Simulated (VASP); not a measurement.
A run of VASP 6.6.1 is set up as follows.

File INCAR:

```
ALGO = Normal
EDIFF = 1E-7
EDIFFG = -0.005
ENCUT = 600
GGA = PE
IBRION = 2
ISIF = 3
ISMEAR = 0
IVDW = 12
KPAR = 2
LASPH = T
LCHARG = F
LREAL = F
LWAVE = F
NELM = 80
NSW = 90
PREC = Accurate
SIGMA = 0.03
```

Contents of KPOINTS:

```
k-points
0
Gamma
  9 9 2
```

File POSCAR:

```
Te2Mo                                   
1.0
    3.4956786110     -0.0000000000      0.0000000000
   -1.7478393055      3.0273464806     -0.0000000000
    0.0000000000      0.0000000000     13.6948374035
  Te              Mo            
     4     2
Direct
     0.3333333332999970    0.6666666667000030    0.6172428415994351
     0.6666666667000030    0.3333333332999970    0.1172428415994351
     0.3333333332999970    0.6666666667000030    0.8827571584005649
     0.6666666667000030    0.3333333332999970    0.3827571584005649
     0.3333333332999970    0.6666666667000030    0.2500000000000000
     0.6666666667000030    0.3333333332999970    0.7500000000000000
```

Potentials or basis: VASP PAW PBE potentials, release 64 (Te, Mo_sv).

Run with:

```sh
$ cat potpaw_PBE.64/Te/POTCAR potpaw_PBE.64/Mo_sv/POTCAR > POTCAR
$ mpirun -np 2 vasp_std > vasp.out
```

Problem. Estimate the band gap on the k mesh.

Solution. 0.67 eV, indirect (least direct gap 1.03 eV).

Problem. Estimate the dispersion energy per atom.

Solution. -0.554 eV.

Forces in eV/Å, atoms in the order of the input:
```
Te   0.000  0.000 -0.003
Te   0.000  0.000 -0.003
Te   0.000  0.000  0.003
Te   0.000  0.000  0.003
Mo   0.000  0.000  0.000
Mo   0.000  0.000  0.000
```

Caveat: the relaxation stopped at its first step, so nothing moved; spin-orbit coupling is left out, which moves the levels of the heavy elements; an odd mesh through Γ misses points on the zone boundary, where band edges often lie.
